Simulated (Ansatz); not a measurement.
# Te (P1) in Ansatz: convergence with wavefunction cutoff

Aim: find how far wavefunction cutoff must go before the results for Te settle, at r2SCAN. This setting moves, with any that are tied to it; all else stays.

All numbers are computed with Ansatz 0.2.0; they aren't measurements. Logs are shortened: lines on timing, memory, paths and dates and some standing lists are left out, and cuts for length are marked.

## Step 1: The cell of the first run

The typed cell holds 4 atoms: a = 9.214 Å, b = 3.152 Å, c = 4.457 Å, α = 90.00°, β = 90.00°, γ = 90.00°.

This isn't the form of Te at room conditions, which is trigonal, of chains.

The cell isn't the ideal one: atoms moved at random, drawn with an rms of 0.05 Å.

## Step 2: With wavefunction cutoff 200 eV

Contents of input.yaml:

```yaml
crystal:
  lattice:
    - [9.21401589, 0.0, 0.0]
    - [0.0, 3.15220164, 0.0]
    - [0.0, 0.0, 4.4566412]
  atoms:
    - { symbol: Te, position: [0.502507, 0.506824, -0.003011] }
    - { symbol: Te, position: [0.004256, 0.504521, -0.018551] }
    - { symbol: Te, position: [0.254239, 0.505296, 0.46915] }
    - { symbol: Te, position: [0.744982, 0.50063, 0.508497] }
hamiltonian:
  xc: r2scan
  pseudopotentials: { kind: paw }
kpoints:
  mp_grid: { grid: [2, 6, 5] }
scf:
  occupations: { method: gaussian, width: 0.1 }
output:
  forces: true
  stress: true
  eigenvalues: true
basis:
  ecutwfc: "200 eV"
```

Potentials or basis: Ansatz PAW.

Launch:

```
$ ansatz run input.yaml --threads 2 --pin off --max-ram 5632MiB --backend cpu --events-out ev --progress --plain --runs-dir out
```

Log:

```text
Warning: basis.ecutwfc = 200 eV is below the records' recommended 500 eV, and the density's cutoff is lower with it unless basis.ecutrho_ratio is high enough to keep the records' density cutoff: compare with a run at a higher cutoff
Warning: RAYON_NUM_THREADS=2 ignored (pool sized by the plan → 2); use --threads N
Engine: ansatz 0.2.0, x86_64-unknown-linux-gnu
Pseudopotentials: kind: paw
Pseudopotential: Te, paw, valence charge 16, recommended cutoff 500 eV (meta_gga), Te.paw.azcp
Functional definition: r2SCAN
  parameter k0 = 0.174
  parameter k1 = 0.065
  parameter a1 = 4.9479
  exchange = r2scan_x(k0 = k0, k1 = k1, a1 = a1)
  correlation = r2scan_c
Crystal: 4 atoms, lattice volume = 129.441 Å³
Basis set: ecut = 200 eV, 829 PW (Γ), exchange–correlation on 180×60×96 points (64 copies of the dense FFT grid, shifted against one another)
Bands: 39, of which v1, the nominal top of the filled ones, is band 32 counted from 1 (31 counted from 0)
Symmetry: 1 space group operations
Space group: P1 (ITA 1), of the structure as read, at distance tolerance 5.1e-5 Å
k-points: 32 of 60 (time reversal used)
Non-local potential: Te, projectors of the file, l = 0: 2, l = 1: 2, l = 2: 2, l = 3: 2
PAW form: soft (Blöchl's): semilocal exchange-correlation on the pseudo side does not see the compensation charge
PAW frozen core: Te, regenerated for the run's functional (the file was generated under x = pbe(κ = 0.804, μ = 0.2195149727645171), c = pbe(β = 0.06672455060314922))
PAW one-centre angular grid: Te, 590 points (default); XC on 160 Gauss nodes
Initial density: superposition of atomic densities (neutral atoms: chi_scale 0, normalization atom), corrected by the library's trained network
Initial wavefunctions: pseudopotential atomic-orbital guess
Functional: x = r2scan, c = r2scan; τ floored in thin density (d = 2e-4 eV/Å³)
SCF iter   1: F=—  HF=-27948.818379 eV  |F-HF|=—  |Δ(HF+E_count)|=         —  Δρ=5.31e-2  dr2=1.84e0  dr2_τ=2.78e-1  ethr=1.77e-3  ⟨swp⟩=6.6  Hψ=4679  notcnv=0
preconditioner: auto → LDOS  [metal: Δε(μ)=0.023 eV  Ē_g=9.405 eV  σ=0.100 eV  W_gap=0.13  n_scr=26 (ndim 8)  ℏωp=16.0 eV  f_vac=0.021  D(μ)=3.25/eV (n_scr^D=22)  β→1.0]
SCF iter   2: F=—  HF=-27947.377257 eV  |F-HF|=—  |Δ(HF+E_count)|=    1.44e0  Δρ=2.22e-2  dr2=6.30e-1  dr2_τ=1.23e-3  ethr=1.77e-3  ⟨swp⟩=2.3  Hψ=2707  notcnv=0  defer=63
SCF iter   3: F=—  HF=-27946.824624 eV  |F-HF|=—  |Δ(HF+E_count)|=   5.53e-1  Δρ=1.69e-3  dr2=3.37e-3  dr2_τ=5.82e-5  ethr=9.84e-4  ⟨swp⟩=2.0  Hψ=2390  notcnv=0  defer=63
SCF iter   4: F=—  HF=-27946.825382 eV  |F-HF|=—  |Δ(HF+E_count)|=   7.58e-4  Δρ=4.01e-4  dr2=2.79e-4  dr2_τ=4.56e-6  ethr=5.27e-6  ⟨swp⟩=2.0  Hψ=1554  notcnv=0  defer=63
SCF iter   5: F=—  HF=-27946.825476 eV  |F-HF|=—  |Δ(HF+E_count)|=   9.42e-5  Δρ=1.70e-4  dr2=5.93e-5  dr2_τ=1.32e-6  ethr=4.35e-7  ⟨swp⟩=2.0  Hψ=2212  notcnv=0  defer=63
SCF iter   6: F=—  HF=-27946.825468 eV  |F-HF|=—  |Δ(HF+E_count)|=   8.18e-6  Δρ=2.39e-5  dr2=9.90e-7  dr2_τ=3.46e-8  ethr=9.26e-8  ⟨swp⟩=2.0  Hψ=2267  notcnv=0  defer=63
SCF iter   7: F=-27946.825468 eV  HF=-27946.825468 eV  |F-HF|=1.00e-8  |Δ(HF+E_count)|=   3.20e-8  Δρ=5.16e-6  dr2=3.53e-8  dr2_τ=1.23e-9  ethr=1.56e-10  ⟨swp⟩=9.2  Hψ=5097  notcnv=0
SCF 1 converged in 7 iterations: F = -27946.825468 eV  dr2 = 3.53e-8
SCF converged after 7 iterations
Free energy (F): -27946.825468 eV
Harris-Foulkes:  -27946.825468 eV  (|F-HF|=1.00e-8)
Internal energy: -27946.808343 eV  (E = F + TS)
E sigma→0 (E₀):  -27946.816905 eV
Entropy (-TS):   -0.017126 eV (-4.281 meV/atom)
Fermi energy:    9.336938 eV
--- Per-component energies (eV) ---
  E_band       = -1144.868540
  E_kinetic    = 820.192696
  E_local      = -4805.190799  (includes V_loc(G=0)·N_el)
  E_nonlocal   = -1263.533038
  E_hartree    = 3066.324612
  E_xc         = -475.832432
  E_vxc        = -470.240156  (∫ρ·V_xc dr)
  E_paw        = -18731.253361  (= ΣΔE_a)
  E_vpaw       = -1589.329088  (= ΣTr[D̂ρ^β])
  E_aug_tail   = -0.078737  (compensation charges beyond the density's cutoff)
  E_vtau       = 30.661223  (kinetic-family band-sum trace: ∫τ·v_τ [+ j·A + Jᵃ·Aᵃ] dr)
  E_ewald      = -6558.576705
  E_core_change = 1.139422  (= ΣΔE_core)
  E_smearing   = -0.017126  (= −TS)
  E_closure    = 0.000000  (closes the sum)
  Σ components = -27946.825468   (vs F -27946.825468, Δ=0.00e0)
--- Forces (eV/Å), atoms counted from 1 ---
  atom   1  Te    -0.15292835    -0.01911128    -0.03035367
  atom   2  Te    -0.16488161    -0.01168323    -0.00608022
  atom   3  Te     0.01891808     0.00653252    -0.04909021
  atom   4  Te     0.29900695     0.02429411     0.08557347
  max |Σ_I F_I| component: 1.15e-4 eV/Å
--- Stress (GPa, compression-positive) ---
       -0.611572      -0.026202      -0.032259
       -0.026202       4.647668       0.009644
       -0.032259       0.009644      -0.460141
  P = ⅓ Tr σ = 1.1920 GPa (11.920 kbar)
--- Band table (eV; the first three rows and the last of 32) ---
  k-point 0: bands = ["-30.9559", "-30.8043", "-30.7565", "-30.7452", "-30.7223", "-30.6497", "-30.6362", "-30.6182", "-30.6153", "-30.5767", "-30.5750", "-30.5524", "-30.4986", "-30.4839", "-30.4747", "-30.4709", "-30.4570", "-30.4401", "-30.4234", "-30.3935", "-5.1470", "-3.8180", "-3.6702", "-1.6095", "4.4754", "4.8260", "6.6129", "6.8895", "6.8987", "6.9128", "10.3854", "10.5288", "10.8251", "11.9824", "11.9982", "12.0926", "13.5478", "15.9103", "16.0320"]
  k-point 1: bands = ["-30.8725", "-30.8245", "-30.7787", "-30.7631", "-30.7535", "-30.7330", "-30.7281", "-30.7046", "-30.6496", "-30.6337", "-30.6037", "-30.5649", "-30.5611", "-30.5517", "-30.5039", "-30.4873", "-30.4494", "-30.4305", "-30.3463", "-30.3106", "-4.9034", "-3.6968", "-3.5771", "-2.0868", "4.4658", "4.5819", "4.9653", "5.1841", "9.0551", "9.1590", "9.4899", "9.6615", "11.0616", "12.0459", "12.1316", "13.0772", "13.2421", "16.7192", "17.1444"]
  k-point 2: bands = ["-30.9454", "-30.9074", "-30.8273", "-30.8188", "-30.7556", "-30.7421", "-30.7184", "-30.6997", "-30.6587", "-30.6187", "-30.6063", "-30.5959", "-30.5819", "-30.5717", "-30.5409", "-30.5355", "-30.4987", "-30.4808", "-30.4525", "-30.2822", "-4.2187", "-3.4843", "-3.4351", "-3.0710", "3.2728", "3.3215", "5.8448", "6.0267", "7.3880", "7.4502", "11.4501", "11.5045", "11.6436", "12.1520", "12.1750", "12.5375", "15.8372", "17.3937", "18.1201"]
  k-point 31: bands = ["-30.7818", "-30.7766", "-30.7409", "-30.7317", "-30.7152", "-30.7042", "-30.6889", "-30.6829", "-30.6754", "-30.6125", "-30.6106", "-30.5886", "-30.5701", "-30.5443", "-30.5337", "-30.4452", "-30.4123", "-30.3634", "-30.2625", "-30.2485", "-2.1081", "-1.9525", "-1.1794", "-1.1227", "4.0213", "4.1234", "4.7593", "4.7913", "5.3855", "5.4232", "6.4310", "6.5100", "10.6262", "10.6517", "12.1480", "12.2292", "12.5925", "12.6216", "13.3699"]
```

Wall time 3.8 s (2 threads of Intel Xeon Platinum 8375C at 2.90GHz (Ice Lake), shared host); peak memory 0.42 GiB.

What came out:

```yaml
Free_energy: -27946.8255 eV
Pressure: 1.2 GPa
Largest_force: 0.312 eV/Å
Band_gap_on_the_k_mesh: none (metal or under the smearing width)
```

## Step 3: With wavefunction cutoff 250 eV

input.yaml, as its differences from that of step 2:

```diff
@@ -22,2 +22,2 @@
 basis:
-  ecutwfc: "200 eV"
+  ecutwfc: "250 eV"
```

Potentials or basis: Ansatz PAW.

Launch:

```
$ ansatz run input.yaml --threads 2 --pin off --max-ram 5632MiB --backend cpu --events-out ev --progress --plain --runs-dir out
```

Run time: 4.8 s. Hardware: 2 threads of Intel Xeon Platinum 8375C at 2.90GHz (Ice Lake), shared host; peak memory 0.45 GiB.

Results:

```
Free energy            : -27975.1150 eV
Pressure               : 0.2 GPa
Largest force          : 0.277 eV/Å
Band gap on the k mesh : none (metal or under the smearing width)
```

## Step 4: With wavefunction cutoff 300 eV

input.yaml, as its differences from that of step 3:

```diff
@@ -22,2 +22,2 @@
 basis:
-  ecutwfc: "250 eV"
+  ecutwfc: "300 eV"
```

Launch:

```
$ ansatz run input.yaml --threads 2 --pin off --max-ram 5632MiB --backend cpu --events-out ev --progress --plain --runs-dir out
```

Wall time 6.1 s (2 threads of Intel Xeon Platinum 8375C at 2.90GHz (Ice Lake), shared host); peak memory 0.48 GiB.

What came out:

| Quantity | Value |
| --- | --- |
| Free energy | -27978.4401 eV |
| Pressure | 0.1 GPa |
| Largest force | 0.277 eV/Å |
| Band gap on the k mesh | none (metal or under the smearing width) |

## Step 5: With wavefunction cutoff 350 eV

input.yaml, as its differences from that of step 4:

```diff
@@ -22,2 +22,2 @@
 basis:
-  ecutwfc: "300 eV"
+  ecutwfc: "350 eV"
```

Launch:

```
$ ansatz run input.yaml --threads 2 --pin off --max-ram 5632MiB --backend cpu --events-out ev --progress --plain --runs-dir out
```

Wall time 6.9 s (2 threads of Intel Xeon Platinum 8375C at 2.90GHz (Ice Lake), shared host); peak memory 0.55 GiB.

Results:

* Free energy: -27978.7006 eV
* Pressure: 0.2 GPa
* Largest force: 0.277 eV/Å
* Band gap on the k mesh: none (metal or under the smearing width)

## Step 6: With wavefunction cutoff 400 eV

input.yaml, as its differences from that of step 5:

```diff
@@ -22,2 +22,2 @@
 basis:
-  ecutwfc: "350 eV"
+  ecutwfc: "400 eV"
```

Potentials or basis: Ansatz PAW.

Launch:

```
$ ansatz run input.yaml --threads 2 --pin off --max-ram 5632MiB --backend cpu --events-out ev --progress --plain --runs-dir out
```

Run time: 8.6 s. Hardware: 2 threads of Intel Xeon Platinum 8375C at 2.90GHz (Ice Lake), shared host; peak memory 0.59 GiB.

It converged, with:

* Free energy: -27978.7099 eV
* Pressure: 0.2 GPa
* Largest force: 0.277 eV/Å
* Band gap on the k mesh: none (metal or under the smearing width)

## Step 7: With wavefunction cutoff 450 eV

input.yaml, as its differences from that of step 6:

```diff
@@ -22,2 +22,2 @@
 basis:
-  ecutwfc: "400 eV"
+  ecutwfc: "450 eV"
```

Launch:

```
$ ansatz run input.yaml --threads 2 --pin off --max-ram 5632MiB --backend cpu --events-out ev --progress --plain --runs-dir out
```

It took 9.3 s on 2 threads of Intel Xeon Platinum 8375C at 2.90GHz (Ice Lake), shared host; peak memory 0.61 GiB.

It converged, with:

* Free energy: -27978.7153 eV
* Pressure: 0.2 GPa
* Largest force: 0.277 eV/Å
* Band gap on the k mesh: none (metal or under the smearing width)

## Step 8: With wavefunction cutoff 500 eV

input.yaml, as its differences from that of step 7:

```diff
@@ -22,2 +22,2 @@
 basis:
-  ecutwfc: "450 eV"
+  ecutwfc: "500 eV"
```

Launch:

```
$ ansatz run input.yaml --threads 2 --pin off --max-ram 5632MiB --backend cpu --events-out ev --progress --plain --runs-dir out
```

It took 12 s on 2 threads of Intel Xeon Platinum 8375C at 2.90GHz (Ice Lake), shared host; peak memory 0.69 GiB.

It converged, with:

| Quantity | Value |
| --- | --- |
| Free energy | -27978.7190 eV |
| Pressure | 0.2 GPa |
| Largest force | 0.277 eV/Å |
| Band gap on the k mesh | none (metal or under the smearing width) |

## Step 9: With wavefunction cutoff 600 eV

input.yaml, as its differences from that of step 8:

```diff
@@ -22,2 +22,2 @@
 basis:
-  ecutwfc: "500 eV"
+  ecutwfc: "600 eV"
```

Potentials or basis: Ansatz PAW.

Launch:

```
$ ansatz run input.yaml --threads 2 --pin off --max-ram 5632MiB --backend cpu --events-out ev --progress --plain --runs-dir out
```

Wall time 13 s (2 threads of Intel Xeon Platinum 8375C at 2.90GHz (Ice Lake), shared host); peak memory 0.78 GiB.

The run converged. Its results:

```
Free energy            : -27978.7207 eV
Pressure               : 0.2 GPa
Largest force          : 0.277 eV/Å
Band gap on the k mesh : none (metal or under the smearing width)
```

## Step 10: With wavefunction cutoff 800 eV

input.yaml, as its differences from that of step 9:

```diff
@@ -22,2 +22,2 @@
 basis:
-  ecutwfc: "600 eV"
+  ecutwfc: "800 eV"
```

Launch:

```
$ ansatz run input.yaml --threads 2 --pin off --max-ram 5632MiB --backend cpu --events-out ev --progress --plain --runs-dir out
```

Run time: 20 s. Hardware: 2 threads of Intel Xeon Platinum 8375C at 2.90GHz (Ice Lake), shared host; peak memory 1 GiB.

The run converged. Its results:

```yaml
Free_energy: -27978.7231 eV
Pressure: 0.2 GPa
Largest_force: 0.277 eV/Å
Band_gap_on_the_k_mesh: none (metal or under the smearing width)
```

## Step 11: Result

| wavefunction cutoff | energy less the tightest run, at zero smearing (meV/atom) | pressure (GPa) | largest force (eV/Å) | SCF cycles | CPU time (s) | peak memory (GiB) |
| --- | --- | --- | --- | --- | --- | --- |
| 200 eV | 7974.66 | 1.19 | 0.312 | 7 | 7.2 | 0.42 |
| 250 eV | 902.07 | 0.18 | 0.277 | 7 | 9.2 | 0.45 |
| 300 eV | 70.76 | 0.08 | 0.277 | 6 | 12 | 0.48 |
| 350 eV | 5.63 | 0.15 | 0.277 | 6 | 13 | 0.55 |
| 400 eV | 3.31 | 0.16 | 0.277 | 6 | 17 | 0.59 |
| 450 eV | 1.95 | 0.16 | 0.277 | 6 | 18 | 0.61 |
| 500 eV | 1.05 | 0.16 | 0.277 | 6 | 23 | 0.69 |
| 600 eV | 0.62 | 0.15 | 0.277 | 6 | 26 | 0.78 |
| 800 eV | 0.00 | 0.15 | 0.277 | 6 | 40 | 1 |

Against the tightest run, the energy stays within 1 meV/atom from 600 eV on; the pressure stays within 0.1 GPa from 250 eV on; the largest force stays within 0.005 eV/Å from 250 eV on. The tightest run that finished is the yardstick and may itself not be fully converged.

Caveats: the PAW data sets come from PBE, with cores solved anew for the run's functional, which leaves a small shift of forces and pressure.
